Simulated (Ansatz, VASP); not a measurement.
**Zr3S: VASP beside Ansatz**

Contents of INCAR:

```
SYSTEM = Zr3S
  PREC = Accurate
  ENCUT = 520
  EDIFF = 1E-6
  ISMEAR = 0
  SIGMA = 0.1
  LREAL = .False.
  LASPH = .True.
  NELM = 100
  ALGO = Normal
  ISIF = 2
  LWAVE = .False.
  LCHARG = .True.
  GGA = PE
  LELF = .True.
  LVHAR = .True.
  NBANDS = 29
```

File KPOINTS:

```
regular mesh
0
Gamma
  4 4 4
  0 0 0
```

Contents of POSCAR:

```
Zr3S
1.0
    4.0856315963      0.0000000000      0.0000000000
    0.0000000000      4.0856315963      0.0000000000
    0.0000000000      0.0000000000      4.0856315963
Zr S
3 1
Direct
    0.0000000000      0.5000000000      0.5000000000
    0.5000000000      0.0000000000      0.5000000000
    0.5000000000      0.5000000000      0.0000000000
    0.0000000000      0.0000000000      0.0000000000
```

Input for Ansatz:

```yaml
crystal:
  lattice:
    - [4.0856315963, 0.0, 0.0]
    - [0.0, 4.0856315963, 0.0]
    - [0.0, 0.0, 4.0856315963]
  atoms:
    - { symbol: Zr, position: [0.0, 0.5, 0.5] }
    - { symbol: Zr, position: [0.5, 0.0, 0.5] }
    - { symbol: Zr, position: [0.5, 0.5, 0.0] }
    - { symbol: S, position: [0.0, 0.0, 0.0] }
basis:
  ecutwfc: 420
kpoints:
  mp_grid: { grid: [4, 4, 4] }
hamiltonian:
  xc: pbe
scf:
  occupations: { method: gaussian, width: 0.1 }
  lower_state_search: "off"
output:
  forces: true
  stress: true
  eigenvalues: true
```

Alike in both runs: task single point; functional PBE; k mesh 4 × 4 × 4; occupations gaussian, width 0.1 eV; no spin polarisation.

```csv
,VASP,Ansatz
version,VASP 6.6.1,Ansatz 0.2.0
potentials or method,"VASP PAW PBE potentials, release 64 (Zr_sv, S)","scalar-relativistic, plane waves, PAW"
plane-wave cutoff (eV),520,420
valence electrons in the cell,42,42
```

|  | VASP | Ansatz | Ansatz less VASP |
| --- | --- | --- | --- |
| gap on the k mesh at the Fermi level (eV) | none | none | - |
| pressure (GPa) | 15.8 | 15.7 | -0.12 |

A gap of «none» marks a metal or a gap that the smearing closes.

Caveats: the k mesh is coarse (spacing up to 0.38 Å⁻¹), so the values aren't converged; so large a pressure means that the cell lies far from this level's equilibrium, or that cutoff or potentials fall short (VASP).
